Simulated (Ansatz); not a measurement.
The elements of this relaxed crystal are hidden behind letters.

```
lattice vectors (Å)
   2.9490    0.0000    0.0000
   0.0000    2.9490    0.0000
   0.0000    0.0000    5.1505
fractional positions
X 0.5000 0.0000 0.0000
X 0.0000 0.5000 0.5000
Z 0.5000 0.5000 0.2500
Z 0.5000 0.5000 0.7500
```

Method: Ansatz, DFT PBE, scalar-relativistic, plane waves, PAW. Settings of the last relaxation (4-atom cell): 420 eV, 16×16×10 k points, Gaussian smearing of 0.10 eV, no spin polarisation.

- Space group: P4_2/mmc (No. 131)
- Conventional cell: a = 2.949 Å, c = 5.151 Å
- Volume per atom: 11.20 Å³
- Density: 5.90 g/cm³
- Energy over the elements: −0.57 eV/atom
- Gap on the 16×16×10 mesh of the 4-atom cell: 0 eV (a metal)

Energies are uncorrected and count from the elements' standard states at the same level.

Problem. X is a d-block element of period 4 and Z is a p-block element of period 2. Which elements are they?

Solution. X = Cu, Z = O, so the formula is CuO. Density times volume gives a mean mass of 5.90 × 11.20/1.6605 = 39.8 u per atom, and this set has 39.8 u. Around Cu lie 4 O at 1.96 Å; O has 4 Cu at 1.96 Å. Other sets within the hints have nearly the same mass, so mass alone doesn't settle it; this one was computed.

The end has Cccm (No. 66) at a tolerance of 0.01 Å; the cell shown is made exact in the group found at 0.05 Å. In such compounds of Cu a zero gap at this level may well be an artefact, since no Hubbard U is applied. Symmetry constrained the relaxation, so the result can be a saddle point.
